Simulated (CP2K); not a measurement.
Crystal: Al.

```
Al
1.0
     2.86351    0.00000    0.00000
     1.43175    2.47987    0.00000
     1.43175    0.82662    2.33804
Al
1
Direct
  0.00000 0.00000 0.00000
```

Base run:

* Program: CP2K 2026.2
* Functional: r2SCAN
* Potentials or basis: POTENTIAL_UZH Al GTH-SCAN-q3; TZVP-MOLOPT-SCAN-GTH basis
* Density cutoff: 9184 eV
* k mesh: 11 × 11 × 11
* Occupations: fermi-dirac, width 0.05 eV
* Spin: no spin polarisation

Its results: band gap on the k mesh none (metal or under the smearing width); pressure -3.6 GPa.

The run is repeated on the same cell with these changes: dispersion from none to D3(BJ)+ATM. What comes out?

Band gap on the k mesh none (metal or under the smearing width); pressure -5.0 GPa.

Dispersion adds attraction, which lowers the pressure at fixed volume and, as a term added to the energy, leaves the levels alone.

Caveats: the basis of atomic orbitals isn't converged, which shifts pressures, moduli and gaps; pairwise dispersion overbinds metals, which lowers pressure and volume (some runs).
